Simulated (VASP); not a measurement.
# CuI2 (Fm-3m) in VASP: notebook, part 2 of 3

VASP 6.6.1.

## (4) Single point, r2SCAN+U, non-collinear spin, random start, spin-orbit coupling

The input, INCAR:

```
SYSTEM = CuI2
ALGO     = Normal         ! electronic algorithm
EDIFF    = 1E-6           ! SCF threshold, eV
ENCUT    = 520            ! plane-wave cutoff, eV
GGA_COMPAT= .False.      
ISIF     = 2              ! what is computed and relaxed
ISMEAR   = 0              ! smearing method
LASPH    = .True.         ! aspherical terms in the spheres
LCHARG   = .False.        ! write CHGCAR
LDAU     = .True.         ! DFT+U
LDAUJ    = 0 0          
LDAUL    = 2 -1           ! shell
LDAUPRINT= 1            
LDAUTYPE = 2            
LDAUU    = 7 0            ! U, eV
LMAXMIX  = 4              ! l up to which the mixer works
LMIXTAU  = .True.       
LORBIT   = 11             ! projections on sites
LORBMOM  = .True.       
LREAL    = .False.        ! projectors in reciprocal space
LSORBIT  = .True.         ! spin-orbit coupling
LWAVE    = .False.        ! write WAVECAR
MAGMOM   = -0.337 0.082 -0.27 0 0 0 0 0 0 ! initial moments
METAGGA  = R2SCAN         ! meta-GGA
NBANDS   = 38             ! bands
NELM     = 100            ! most SCF steps
PREC     = Accurate       ! precision mode
SIGMA    = 0.05           ! smearing width, eV
```

The input, KPOINTS:

```
k-points
0
Gamma
  5 5 5
  0 0 0
```

The input, POSCAR:

```
CuI2
1.0
    0.0000000000      3.5112550600      3.5112550600
    3.5112550600      0.0000000000      3.5112550600
    3.5112550600      3.5112550600      0.0000000000
Cu I
1 2
Direct
    0.0000000000      0.0000000000      0.0000000000
    0.2500000000      0.2500000000      0.2500000000
    0.7500000000      0.7500000000      0.7500000000
```

Potentials or basis: VASP PAW PBE potentials, release 64 (Cu, I).

Command:

```console
cat potpaw_PBE.64/Cu/POTCAR potpaw_PBE.64/I/POTCAR > POTCAR
mpirun -np 1 vasp_ncl > vasp.out
```

OUTCAR:

```text
SYSTEM = CuI2
   EDIFF = 1E-6
   ENCUT = 520
   ISIF = 2
   ISMEAR = 0
   LASPH = .True.
   LORBIT = 11
   LREAL = .False.
   LSORBIT = .True.
   METAGGA = R2SCAN
   NELM = 100
   PREC = Accurate

 ion  position               nearest neighbor table
   1  0.000  0.000  0.000-   3 3.04   3 3.04   3 3.04   2 3.04   3 3.04   2 3.04   2 3.04   2 3.04

   2  0.250  0.250  0.250-   1 3.04   1 3.04   1 3.04   1 3.04   3 3.51   3 3.51   3 3.51   3 3.51
                             3 3.51   3 3.51
   3  0.750  0.750  0.750-   1 3.04   1 3.04   1 3.04   1 3.04   2 3.51   2 3.51   2 3.51   2 3.51
                             2 3.51   2 3.51

  LATTYP: Found a face centered cubic cell.
 ALAT       =     7.0225101200

  Lattice vectors:

 A1 = (   0.0000000000,   3.5112550600,   3.5112550600)
 A2 = (   3.5112550600,   0.0000000000,   3.5112550600)
 A3 = (   3.5112550600,   3.5112550600,   0.0000000000)

Analysis of symmetry for initial positions (statically):
=====================================================================
 Subroutine PRICEL returns:
 Original cell was already a primitive cell.

 Routine SETGRP: Setting up the symmetry group for a
 face centered cubic supercell.

 Subroutine GETGRP returns: Found 48 space group operations
 (whereof 48 operations were pure point group operations)
 out of a pool of 48 trial point group operations.

The static configuration has the point symmetry O_h .

Analysis of symmetry for dynamics (positions and initial velocities):
=====================================================================
 Subroutine PRICEL returns:
 Original cell was already a primitive cell.

 Routine SETGRP: Setting up the symmetry group for a
 face centered cubic supercell.

 Subroutine GETGRP returns: Found 48 space group operations
 (whereof 48 operations were pure point group operations)
 out of a pool of 48 trial point group operations.

The dynamic configuration has the point symmetry O_h .

Analysis of structural, dynamic, and magnetic symmetry:
=====================================================================
 Subroutine PRICEL returns:
 Original cell was already a primitive cell.

 Routine SETGRP: Setting up the symmetry group for a
 face centered cubic supercell.

 Subroutine GETGRP returns: Found  2 space group operations
 (whereof  2 operations were pure point group operations)
 out of a pool of 48 trial point group operations.

The overall configuration has the point symmetry S_2 .

 Subroutine INISYM returns: Found  2 space group operations
 (whereof  2 operations are pure point group operations),
 and found     1 'primitive' translations

----------------------------------------------------------------------------------------

                                     Primitive cell

  volume of cell :      86.5799

  direct lattice vectors                    reciprocal lattice vectors
     0.000000000  3.511255060  3.511255060    -0.142399225  0.142399225  0.142399225
     3.511255060  0.000000000  3.511255060     0.142399225 -0.142399225  0.142399225
     3.511255060  3.511255060  0.000000000     0.142399225  0.142399225 -0.142399225

[... 1159 lines left out ...]

  FORCE on cell =-STRESS in cart. coord.  units (eV):
  Direction    XX          YY          ZZ          XY          YZ          ZX
  --------------------------------------------------------------------------------------
  -------------------------------------------------------------------------------------
  Total        1.5529609      1.5526995      1.5528695      0.0000210      0.0000213      0.0000302
  in kB       28.7378294     28.7329935     28.7361389      0.0003880      0.0003950      0.0005597
  external PRESSURE =      28.7356539 kB  Pullay stress =       0.0000000 kB

 VOLUME and BASIS-vectors are now :
 -----------------------------------------------------------------------------
  energy-cutoff  :      520.00
  volume of cell :       86.58
      direct lattice vectors                 reciprocal lattice vectors
     0.000000000  3.511255060  3.511255060    -0.142399225  0.142399225  0.142399225
     3.511255060  0.000000000  3.511255060     0.142399225 -0.142399225  0.142399225
     3.511255060  3.511255060  0.000000000     0.142399225  0.142399225 -0.142399225

 POSITION                                       TOTAL-FORCE (eV/Angst)
 -----------------------------------------------------------------------------------
      0.00000      0.00000      0.00000         0.000000      0.000000     -0.000000
      1.75563      1.75563      1.75563        -0.000001     -0.000002     -0.000001
      5.26688      5.26688      5.26688         0.000001      0.000002      0.000001
 -----------------------------------------------------------------------------------
    total drift:                               -0.000000     -0.000000     -0.000000

  FREE ENERGIE OF THE ION-ELECTRON SYSTEM (eV)
  ---------------------------------------------------
  free  energy   TOTEN  =       -57.4459183335 eV

  energy  without entropy=      -57.4414038801  energy(sigma->0) =      -57.44366111

 orbital moment (x)

 # of ion     p       d       tot
 ----------------------------------------
  1         0.000  -0.000  -0.000
  2        -0.001   0.000  -0.001
  3        -0.001   0.000  -0.001
 ----------------------------------------
           -0.002  -0.000  -0.002

 orbital moment (y)

 # of ion     p       d       tot
 ----------------------------------------
  1        -0.000   0.000   0.000
  2         0.000  -0.000   0.000
  3         0.000  -0.000   0.000
 ----------------------------------------
            0.001   0.000   0.001

 orbital moment (z)

 # of ion     p       d       tot
 ----------------------------------------
  1         0.000  -0.000  -0.000
  2        -0.001   0.000  -0.001
  3        -0.001   0.000  -0.001
 ----------------------------------------
           -0.002  -0.000  -0.002

 Spin-Orbit-Coupling matrix elements

 Ion:    1  E_soc:     -0.0092928
 l=   1
     0.0000000    -0.0001303    -0.0001303
    -0.0001303     0.0000000    -0.0001303
    -0.0001303    -0.0001303     0.0000000
 l=   2
     0.0000000    -0.0005461     0.0000000    -0.0005456    -0.0008727
    -0.0005461     0.0000000    -0.0006546    -0.0005458    -0.0002182
     0.0000000    -0.0006546     0.0000000    -0.0006545     0.0000000
    -0.0005456    -0.0005458    -0.0006545     0.0000000    -0.0002182
    -0.0008727    -0.0002182     0.0000000    -0.0002182     0.0000000
 l=   3
     0.0000000     0.0000000     0.0000000     0.0000000     0.0000000     0.0000000     0.0000000
     0.0000000     0.0000000     0.0000000     0.0000000     0.0000000     0.0000000     0.0000000
     0.0000000     0.0000000     0.0000000     0.0000000     0.0000000     0.0000000     0.0000000
     0.0000000     0.0000000     0.0000000     0.0000000     0.0000000     0.0000000     0.0000000
[... 29 lines left out ...]
 l=   2
     0.0000000    -0.0000019     0.0000000    -0.0000019    -0.0001008
    -0.0000019     0.0000000    -0.0000756    -0.0000019    -0.0000252
     0.0000000    -0.0000756     0.0000000    -0.0000756     0.0000000
    -0.0000019    -0.0000019    -0.0000756     0.0000000    -0.0000252
    -0.0001008    -0.0000252     0.0000000    -0.0000252     0.0000000
 l=   3
     0.0000000     0.0000000     0.0000000     0.0000000     0.0000000     0.0000000     0.0000000
     0.0000000     0.0000000     0.0000000     0.0000000     0.0000000     0.0000000     0.0000000
     0.0000000     0.0000000     0.0000000     0.0000000     0.0000000     0.0000000     0.0000000
     0.0000000     0.0000000     0.0000000     0.0000000     0.0000000     0.0000000     0.0000000
     0.0000000     0.0000000     0.0000000     0.0000000     0.0000000     0.0000000     0.0000000
     0.0000000     0.0000000     0.0000000     0.0000000     0.0000000     0.0000000     0.0000000
     0.0000000     0.0000000     0.0000000     0.0000000     0.0000000     0.0000000     0.0000000

 total charge

# of ion       s       p       d       tot
------------------------------------------
    1        0.193   0.135   9.578   9.907
    2        1.542   2.736   0.026   4.304
    3        1.542   2.736   0.026   4.304
--------------------------------------------------
tot          3.278   5.607   9.631  18.515

 magnetization (x)

# of ion       s       p       d       tot
------------------------------------------
    1        0.000   0.000  -0.001  -0.001
    2       -0.001  -0.009  -0.000  -0.010
    3       -0.001  -0.009  -0.000  -0.010
--------------------------------------------------
tot         -0.001  -0.018  -0.001  -0.020

 magnetization (y)

# of ion       s       p       d       tot
------------------------------------------
    1       -0.000  -0.000   0.000   0.000
    2        0.000   0.002   0.000   0.002
    3        0.000   0.002   0.000   0.002
--------------------------------------------------
tot          0.000   0.004   0.000   0.005

 magnetization (z)

# of ion       s       p       d       tot
------------------------------------------
    1        0.000   0.000  -0.001  -0.001
    2       -0.000  -0.007  -0.000  -0.008
    3       -0.000  -0.007  -0.000  -0.008
--------------------------------------------------
tot         -0.001  -0.014  -0.001  -0.016
```

Wall time 44 min (1 thread of Intel Xeon Platinum 8375C at 2.90GHz (Ice Lake), shared host); peak memory 0.77 GiB.

Results:

* Free energy: -57.4459 eV
* Pressure: 2.9 GPa
* Net moment: 0.03 μB per cell
* Valence electrons inside the program's atomic spheres: Cu 9.91; I 4.30

Moments on the atoms (μB; x, y, z):
```
Cu   0.00  0.00  0.00
I   -0.01  0.00 -0.01
I   -0.01  0.00 -0.01
```

Caveat: the PAW data sets were made with another functional, which shifts forces and pressure a little. The state reached can hang on the start; a lower one may exist.

## (5) Single point, r2SCAN+U, collinear spin, ferromagnetic start

The input, INCAR:

```
SYSTEM = CuI2
PREC = Accurate ; ENCUT = 520
EDIFF = 1E-7 ; ISMEAR = 0
SIGMA = 0.05 ; LREAL = .FALSE.
LASPH = .TRUE. ; NELM = 60
ALGO = Normal ; ISIF = 2
LWAVE = .FALSE. ; LCHARG = .TRUE.
ISPIN = 2 ; MAGMOM = 0.6 0 0
LORBIT = 11 ; LMAXMIX = 4
LDAU = .TRUE. ; LDAUTYPE = 2
LDAUL = 2 -1 ; LDAUU = 3 0
LDAUJ = 0 0 ; LDAUPRINT = 1
METAGGA = R2SCAN ; LMIXTAU = .TRUE.
LELF = .TRUE. ; LVHAR = .TRUE.
NBANDS = 24
```

The input, KPOINTS:

```
Automatic mesh
0
G
  5 5 5
  0 0 0
```

POSCAR is that of step 4.

Command:

```console
cat potpaw_PBE.64/Cu/POTCAR potpaw_PBE.64/I/POTCAR > POTCAR
mpirun -np 1 vasp_std > vasp.out
```

Wall time 4.3 min (1 thread of Intel Xeon Platinum 8375C at 2.90GHz (Ice Lake), shared host); peak memory 0.32 GiB.

It converged, with:

```yaml
Free_energy: -58.0109 eV
Pressure: 2.4 GPa
Band_gap_on_the_k_mesh: none (metal or under the smearing width)
Net_moment: 0.00 μB per cell
Valence_electrons_inside_the_program's_atomic_spheres: Cu 9.80; I 4.30
```

Levels at points of the mesh, in eV from the Fermi level:
Spin up:
```
           k point  band 10  band 11  band 12  band 13  band 14  band 15  band 16  band 17
(0.00, 0.00, 0.00)    -1.30    -0.90    -0.90    -0.90     2.09     3.92     3.92     3.92
```
Spin down:
| k point | band 10 | band 11 | band 12 | band 13 | band 14 | band 15 | band 16 | band 17 |
| --- | --- | --- | --- | --- | --- | --- | --- | --- |
| (0.00, 0.00, 0.00) | -1.30 | -0.90 | -0.90 | -0.90 | 2.09 | 3.92 | 3.92 | 3.92 |

Eigenvalues of the final occupation matrices:
```tsv
site	spin	trace	eigenvalues
site 1 d	1	4.74	0.95 0.95 0.95 0.95 0.95
site 1 d	2	4.74	0.95 0.95 0.95 0.95 0.95
```

Caveat: the PAW data sets were made with another functional, which shifts forces and pressure a little. Spin-orbit coupling is left out, which matters for the levels of I.

(Continued in part 3 of 3.)
